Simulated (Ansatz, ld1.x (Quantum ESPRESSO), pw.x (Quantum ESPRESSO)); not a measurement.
**What a changed setting does to a pw.x run (bcc Pb)**

Potential: ultrasoft, ld1.x (Quantum ESPRESSO) 7.5, PBE; core [Xe] 4f14 5d10, reference 6s1 6p3; waves: 6s (bound): rcut 1.80, rcutus 2.20 bohr; 6s channel at 1.55 Ry: rcut 1.80, rcutus 2.20 bohr; 6p (bound): rcut 2.30, rcutus 3.00 bohr; 6p channel at 1 Ry: rcut 2.30, rcutus 3.00 bohr; 6d channel at -0.15 Ry: rcut 2.35, rcutus 3.10 bohr; local part: all-electron potential smoothed inside 2.35 bohr (lloc = -2); core correction: none; augmentation: PSQ, inside the norm-conserving radii.

The reference run (k-mesh 12³, cutoffs 40/320 Ry, Fermi–Dirac 0.01 Ry, mixing_beta 0.4, conv_thr 1e-9, no spin) gives 0.34 GPa at 32.037 Å³/atom, where all-electron LAPW gives 0.03 GPa. This run, with its own iteration cap, changes k-mesh points per axis to 2.

```
&control
  calculation='scf', prefix='x', pseudo_dir='./', outdir='./tmp', tstress=.true., disk_io='none'
/
&system
  ibrav=0, nat=1, ntyp=1, ecutwfc=40, ecutrho=320, nbnd=9,
  occupations='smearing', smearing='fd', degauss=0.01
/
&electrons
  conv_thr=1e-09, mixing_beta=0.4, electron_maxstep=60
/
ATOMIC_SPECIES
Pb 1.0 Pb.UPF
CELL_PARAMETERS angstrom
  -2.00077054 2.00077054 2.00077054
  2.00077054 -2.00077054 2.00077054
  2.00077054 2.00077054 -2.00077054
ATOMIC_POSITIONS crystal
Pb 0.0000 0.0000 0.0000
K_POINTS automatic
2 2 2 0 0 0
```

```bash
pw.x < Pb.scf.in > Pb.scf.out
```

**Question.** How does the run end?

**Answer.** It converges in 7 iterations; the free energy moves by -1.73 eV/atom and the pressure by -8.19 GPa.

```
Message from routine setup:
     using ibrav=0 with symmetry is DISCOURAGED, use correct ibrav instead
     lattice parameter (alat)  =       6.5487  a.u.
     unit-cell volume          =     216.1964 (a.u.)^3
     number of electrons       =         4.00
     number of Kohn-Sham states=            9
     kinetic-energy cutoff     =      40.0000  Ry
     charge density cutoff     =     320.0000  Ry
     scf convergence threshold =      1.0E-09
     Exchange-correlation= PBE
     number of k points=     3  Fermi-Dirac smearing, width (Ry)=  0.0100
     iteration #  1     ecut=    40.00 Ry     beta= 0.40
     total energy              =      -7.28949298 Ry
     estimated scf accuracy    <       0.01276766 Ry
     iteration #  2     ecut=    40.00 Ry     beta= 0.40
     total energy              =      -7.28821385 Ry
     estimated scf accuracy    <       0.00407135 Ry
     iteration #  3     ecut=    40.00 Ry     beta= 0.40
     total energy              =      -7.28834968 Ry
     estimated scf accuracy    <       0.00000330 Ry
     iteration #  4     ecut=    40.00 Ry     beta= 0.40
     total energy              =      -7.28835104 Ry
     estimated scf accuracy    <       0.00000108 Ry
     iteration #  5     ecut=    40.00 Ry     beta= 0.40
     total energy              =      -7.28835109 Ry
     estimated scf accuracy    <          9.3E-09 Ry
     iteration #  6     ecut=    40.00 Ry     beta= 0.40
     total energy              =      -7.28835109 Ry
     estimated scf accuracy    <          8.7E-09 Ry
     iteration #  7     ecut=    40.00 Ry     beta= 0.40
     the Fermi energy is     5.0414 ev
!    total energy              =      -7.28835110 Ry
     estimated scf accuracy    <          8.0E-12 Ry
     smearing contrib. (-TS)   =      -0.00477386 Ry
     The total energy is F=E-TS. E is the sum of the following terms:
     one-electron contribution =       2.31503629 Ry
     hartree contribution      =       0.10890319 Ry
     xc contribution           =      -2.00728576 Ry
     ewald contribution        =      -7.70023096 Ry
     convergence has been achieved in   7 iterations
          total   stress  (Ry/bohr**3)                   (kbar)     P=      -78.54
     Message from routine punch:
     Nothing written, as per user request (disk_io='none')
```

The run took about 1.3 s on one core of a shared host (Neoverse-V2, 96 threads, 742 GiB, load 18).
